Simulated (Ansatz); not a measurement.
# W: how the free axis answers a strain

W, Im-3m, a = 3.154 Å. Ansatz: PBEsol, PAW, 420 eV, Γ-centred 16×16×16 mesh on 2 atoms, Gaussian smearing 0.10 eV; no spin polarisation. Series: biaxial strain in the a-b plane, c and atoms relaxed; x is the strain in per cent. y is the change of c in per cent of 3.154 Å.

| x (%) | y (%) |
| --- | --- |
| -3.0 | ? |
| -2.0 | 1.72 |
| -1.0 | 0.87 |
| 0.0 | 0.00 |
| 1.0 | -0.84 |
| 2.0 | -1.53 |
| 3.0 | -2.19 |

Problem. Fit y = c1 x + c2 x² to the other rows, say what c1 measures, and predict the missing y.

Solution. Least squares on the rows shown. y = −0.8165 x + 0.02718 x². With no stress along c, c1 = −2C12/C11 = -0.817. At x = -3.0 the fit asked for gives 2.69 %. The run gave 2.62 %, so the fit is 0.07 % too high, 1.5 % of the span of the series, against an rms of 0.03 % on the fitted rows. The row lies outside the fitted range. With a term in x³ added, a fit to the same known rows predicts 2.57 %, a smaller miss on the other side.

Spin–orbit coupling is left out, which can shift energies with elements as heavy as these.